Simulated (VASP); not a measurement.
Write the native input for VASP 6.6.1 that does the following.

| Property | Result |
| --- | --- |
| Task | band structure |
| Functional | r2SCAN |
| Potentials or basis | VASP PAW PBE potentials, release 64 (I, Cu) |
| Cutoff | 520 eV |
| k mesh | 8 × 8 × 4 |
| Occupations | gaussian, width 0.02 eV |
| Spin | no spin polarisation |
| Ladder | free |
| Further INCAR settings | ALGO = Normal; EDIFF = 1e-06 |

The structure of CuI lies in POSCAR:

```
CuI
1.0
    4.0901961900      0.0000000000      0.0000000000
    0.0000000000      4.0901961900      0.0000000000
    0.0000000000      0.0000000000      6.5514580400
I Cu
2 2
Direct
    0.0000000000      0.5000000000      0.7430343600
    0.5000000000      0.0000000000      0.2569656400
    0.0000000000      0.0000000000      0.0000000000
    0.5000000000      0.5000000000      0.0000000000
```

Measurements of this composition are mostly on another form, of space group No. 216.

The input as run:

INCAR

```
PREC     = Accurate       # precision mode
ENCUT    = 520            # plane-wave cutoff, eV
EDIFF    = 1E-6           # SCF threshold, eV
ISMEAR   = 0              # smearing method
SIGMA    = 0.02           # smearing width, eV
LREAL    = F              # projectors in reciprocal space
LASPH    = T              # aspherical terms in the spheres
NELM     = 100            # most SCF steps
ALGO     = Normal         # electronic algorithm
ISIF     = 2              # what is computed and relaxed
LWAVE    = F              # write WAVECAR
LCHARG   = F              # write CHGCAR
LMAXMIX  = 4              # l up to which the mixer works
METAGGA  = R2SCAN         # meta-GGA
LMIXTAU  = T
```

KPOINTS

```
Automatic mesh
0
Gamma
  8 8 4
```

KPOINTS_OPT

```
path GXMGZRAZ,XR,MA
10
line-mode
reciprocal
 0.0000000000  0.0000000000  0.0000000000  G
 0.0000000000  0.5000000000  0.0000000000  X

 0.0000000000  0.5000000000  0.0000000000  X
 0.5000000000  0.5000000000  0.0000000000  M

 0.5000000000  0.5000000000  0.0000000000  M
 0.0000000000  0.0000000000  0.0000000000  G

 0.0000000000  0.0000000000  0.0000000000  G
 0.0000000000  0.0000000000  0.5000000000  Z

 0.0000000000  0.0000000000  0.5000000000  Z
 0.0000000000  0.5000000000  0.5000000000  R

 0.0000000000  0.5000000000  0.5000000000  R
 0.5000000000  0.5000000000  0.5000000000  A

 0.5000000000  0.5000000000  0.5000000000  A
 0.0000000000  0.0000000000  0.5000000000  Z

 0.0000000000  0.5000000000  0.0000000000  X
 0.0000000000  0.5000000000  0.5000000000  R

 0.5000000000  0.5000000000  0.0000000000  M
 0.5000000000  0.5000000000  0.5000000000  A
```

Potentials or basis: VASP PAW PBE potentials, release 64 (I, Cu).

Command:

```bash
$ cat potpaw_PBE.64/I/POTCAR potpaw_PBE.64/Cu/POTCAR > POTCAR
$ mpirun -np 1 vasp_std > vasp.out
```

It gave:

```
Pressure                : 0.2 GPa
Largest force           : 0.010 eV/Å
Band gap on the k mesh  : 2.08 eV, direct
Band gap along the path : 2.08 eV, direct
```

Caveat: the PAW data sets were made with another functional, which shifts forces and pressure a little; spin-orbit coupling is left out, which moves the levels of the heavy elements.

Run time: 7.3 min on 1 thread of Intel(R) Xeon(R) 6975P-C (Granite Rapids) (shared host), peak memory 0.31 GiB.
